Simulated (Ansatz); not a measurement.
Crystal: Bi2TeSe2 (Skippenite).

```
Bi Te Se
1.0
     2.09150    1.20753    9.71233
    -2.09150    1.20753    9.71233
     0.00000   -2.41506    9.71233
Bi Te Se
2 1 2
Direct
  0.60194 0.60194 0.60194
  0.39806 0.39806 0.39806
  0.00000 0.00000 0.00000
  0.78840 0.78840 0.78840
  0.21160 0.21160 0.21160
```

| Item | Value |
| --- | --- |
| Program | Ansatz 0.2.0 |
| Task | relaxation of cell and atoms |
| Functional | PBEsol |
| Dispersion | D3(BJ) |
| Potentials or basis | Ansatz PAW |
| Cutoff | 420 eV (not typed: the program's choice for these potentials) |
| k mesh | 7 × 7 × 7 |
| Occupations | fermi-dirac, width 0.05 eV |
| Spin | no spin polarisation |

At the start: volume 29.43 Å³/atom.

**Question.** Where does the relaxation end?

**Answer.** It ends after 7 steps and the volume is 28.24 Å³/atom (-4.0 %); space group R-3m (No. 166, to 0.05 Å).

The path:
```tsv
step	energy change (eV)	largest force (eV/Å)	volume (Å³)
1	0.0000	1.7905	147.17
2	-0.2892	0.5048	147.43
3	-0.3729	0.0323	141.13
4	-0.3780	0.0426	141.30
5	-0.3784	0.0183	141.16
6	-0.3785	0.0005	141.22
7	-0.3775	0.0005	141.22
```

Final structure:
```
Bi Te Se
1.0
     2.08364    1.20299    9.39008
    -2.08364    1.20299    9.39008
     0.00000   -2.40598    9.39008
Bi Te Se
2 1 2
Cartesian
  0.0000 0.0000 16.6999
  0.0000 0.0000 11.4704
  0.0000 0.0000 0.0000
  0.0000 0.0000 22.3881
  0.0000 0.0000 5.7822
```

Caveat: the plane-wave basis is chosen anew once the cell has moved, so the energies of steps on either side of that aren't comparable; the PAW data sets come from PBE, with cores solved anew for the run's functional, which leaves a small shift of forces and pressure.
